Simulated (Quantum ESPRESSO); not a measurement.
Runs of Quantum ESPRESSO 7.5 on CuO (Tenorite). It takes space group Cc (No. 9, monoclinic). The conventional cell has a = 4.689 Å, b = 3.427 Å, c = 5.132 Å, α = 90.00°, β = 99.65°, γ = 90.00°. Cu (site symmetry 1) has 4 O at 1.91 to 2.02 Å as nearest neighbours. O (site symmetry 1) is surrounded by 4 Cu at 1.91 to 2.02 Å. 

| task | level | potentials or basis | k mesh | form of the LDA correlation | gap on the mesh (eV) | pressure (GPa) | V0 of scaled cells (Å³/atom) | B0 (GPa) | largest force (eV/Å) |
| --- | --- | --- | --- | --- | --- | --- | --- | --- | --- |
| equation of state | PBEsol | GBRV 1.5 PBEsol | 7 × 7 × 4 | - | - | - | 10.07 | 185 | - |
| band structure | LDA | GBRV 1.5 LDA | 10 × 10 × 5 | PZ81 | none | (b) | - | - | 0.79 |
| equation of state | LDA | GBRV 1.5 LDA | 7 × 7 × 4 | PZ81 | - | - | 9.73 | 206 | - |
| equation of state | PBEsol | GBRV 1.5 PBEsol | 10 × 10 × 5 | - | - | - | 10.07 | 185 | - |
| band structure | PBEsol | GBRV 1.5 PBEsol | 10 × 10 × 5 | - | none | -2.2 | - | - | (a) |

Alike in all rows: no spin polarisation; cell as given; cutoff (eV) 762; smearing fermi-dirac 0.05 eV.

**Question.** Fill in the values left out.

**Answer.** (a) 0.76; (b) -8.7.

Caveats: the run has no spin polarisation, though such a crystal can be magnetic; the cell was scaled at fixed shape and fractional positions, which overstates the stiffness of a crystal with free parameters, most of all of layers and chains (some runs); semilocal functionals often make such compounds metallic where correlation or magnetic order opens a gap, which also shifts bond lengths (some runs).

A k mesh can miss the band edges.

A gap of «none» marks a metal or a gap under the smearing width.

Not every run made on this cell is shown here.
